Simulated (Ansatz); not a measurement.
# Ti4Al12H: the cost of one run

Computed with Ansatz 0.2.0 (DFT PBE, scalar-relativistic, plane waves, PAW, unless a step's input says otherwise).

1 further run of the same task is left out (set aside as unsound or not needed).

**1. The starting structure**

The structure is cubic, space group Pm-3m (No. 221). Conventional cell: a = 3.980 Å, b = 3.980 Å, c = 3.980 Å, α = 90.00°, β = 90.00°, γ = 90.00°. Ti (site symmetry m-3m) is surrounded by 12 Al at 2.81 Å. Around Al (site symmetry 4/mmm) lie 4 Ti at 2.81 Å and 8 Al at 2.81 Å.

Coordinates:

```cif
data_structure
_symmetry_space_group_name_H-M 'Pm-3m'
_symmetry_Int_Tables_number 221
_cell_length_a 3.9797
_cell_length_b 3.9797
_cell_length_c 3.9797
_cell_angle_alpha 90.000
_cell_angle_beta 90.000
_cell_angle_gamma 90.000
_cell_volume 63.03
loop_
_atom_site_label
_atom_site_type_symbol
_atom_site_symmetry_multiplicity
_atom_site_Wyckoff_symbol
_atom_site_fract_x
_atom_site_fract_y
_atom_site_fract_z
_atom_site_occupancy
Ti1 Ti 1 a 0.00000 0.00000 0.00000 1
Al1 Al 3 c 0.50000 0.50000 0.00000 1
```

It goes back to an entry of the Materials Project, which need not be the stable form.

It is the result of an earlier relaxation at this level (volume 15.76 Å³/atom; gap on the mesh: none (metal)).

**2. The defect cell, relaxed**

The supercell's rows are -1 1 1; 1 -1 1; 1 1 -1 in vectors of the relaxed cell. Atom 17 is the H that will move.

Contents of input.yaml:

```yaml
crystal:
  lattice:
    - [-3.9797267063, 3.9797267063, 3.9797267063]
    - [3.9797267063, -3.9797267063, 3.9797267063]
    - [3.9797267063, 3.9797267063, -3.9797267063]
  atoms:
    - { symbol: Ti, position: [0.5, 0.5, 0.0] }
    - { symbol: Ti, position: [0.0, 0.0, 0.0] }
    - { symbol: Ti, position: [0.0, 0.5, 0.5] }
    - { symbol: Ti, position: [0.5, 0.0, 0.5] }
    - { symbol: Al, position: [0.25, 0.25, 0.5] }
    - { symbol: Al, position: [0.75, 0.75, 0.5] }
    - { symbol: Al, position: [0.75, 0.25, 0.0] }
    - { symbol: Al, position: [0.25, 0.75, 0.0] }
    - { symbol: Al, position: [0.25, 0.5, 0.25] }
    - { symbol: Al, position: [0.75, 0.0, 0.25] }
    - { symbol: Al, position: [0.75, 0.5, 0.75] }
    - { symbol: Al, position: [0.25, 0.0, 0.75] }
    - { symbol: Al, position: [0.5, 0.25, 0.25] }
    - { symbol: Al, position: [0.0, 0.75, 0.25] }
    - { symbol: Al, position: [0.0, 0.25, 0.75] }
    - { symbol: Al, position: [0.5, 0.75, 0.75] }
    - { symbol: H, position: [0.2636397249, 0.2759316122, 0.0038802389] }
basis:
  ecutwfc: 420
  xc_grid: 2
kpoints:
  mp_grid: { grid: [4, 4, 4], shift: [0.5, 0.5, 0.5] }
hamiltonian:
  xc: pbe
scf:
  occupations: { method: gaussian, width: 0.1 }
output:
  forces: true
  stress: false
  eigenvalues: true
  write_density: true
  write_potential: true
  elf: true
  volumetric_format: npy
relax:
  adjacent_minimum: "off"
  f_tol: 0.02
  max_steps: 60
```

On the command line:

```sh
$ ansatz run input.yaml --threads 4 --pin off --max-ram 10240MiB --backend cpu --events-out ev --progress --plain --runs-dir out
```

**Question.** How long does this run take on 4 threads of Intel Xeon at 2.50GHz (Skylake/Cascade Lake), shared host, and how much memory does it need?

About 2.4 min, with a peak of 0.95 GiB.
